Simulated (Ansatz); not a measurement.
Al2O3 (Corundum) in Ansatz: the effect of functional

Al2O3 (Corundum):

```
CELL_PARAMETERS angstrom
2.38025 1.37424 4.33187
-2.38025 1.37424 4.33187
0.00000 -2.74848 4.33187
ATOMIC_POSITIONS crystal
Al 0.85216 0.85216 0.85216
Al 0.64784 0.64784 0.64784
Al 0.14784 0.14784 0.14784
Al 0.35216 0.35216 0.35216
O 0.05668 0.75000 0.44332
O 0.75000 0.44332 0.05668
O 0.44332 0.05668 0.75000
O 0.94332 0.25000 0.55668
O 0.25000 0.55668 0.94332
O 0.55668 0.94332 0.25000
```

Alike in all runs:

```yaml
Program: Ansatz 0.2.0
Task: projected density of states
Potentials_or_basis: Ansatz PAW
k_mesh: 7 × 7 × 7
Occupations: fermi-dirac, width 0.05 eV
Spin: no spin polarisation
```

| functional | cutoff | gap on the mesh (eV) | pressure (GPa) | largest force (eV/Å) |
| --- | --- | --- | --- | --- |
| LDA | 420 eV (not typed: the program's choice for these potentials) | 6.16 | -5.3 | 0.11 |
| PBE | 420 eV (not typed: the program's choice for these potentials) | 6.22 | 7.3 | 0.03 |
| PBEsol | 420 eV (not typed: the program's choice for these potentials) | 6.11 | 1.7 | 0.08 |
| RPBE | 420 eV (not typed: the program's choice for these potentials) | 6.31 | 12.6 | 0.04 |
| revPBE | 420 eV (not typed: the program's choice for these potentials) | ? | ? | ? |
| BLYP | 420 eV (not typed: the program's choice for these potentials) | 6.48 | 11.3 | 0.04 |
| r2SCAN | 500 eV (not typed: the program's choice for these potentials) | 7.11 | -0.2 | 0.06 |

Task: What does the run with functional revPBE give?

Result: gap on the mesh 6.29 eV; pressure 11.3 GPa; largest force 0.04 eV/Å.

Caveats: odd divisions of the mesh miss points on the zone boundary, where band edges often lie, so the gap on the mesh can be too wide; the density of states is complete only up to the lowest level of the last band computed; the PAW data sets come from PBE, with cores solved anew for the run's functional, which leaves a small shift of forces and pressure (some runs).

A k mesh can miss the band edges.
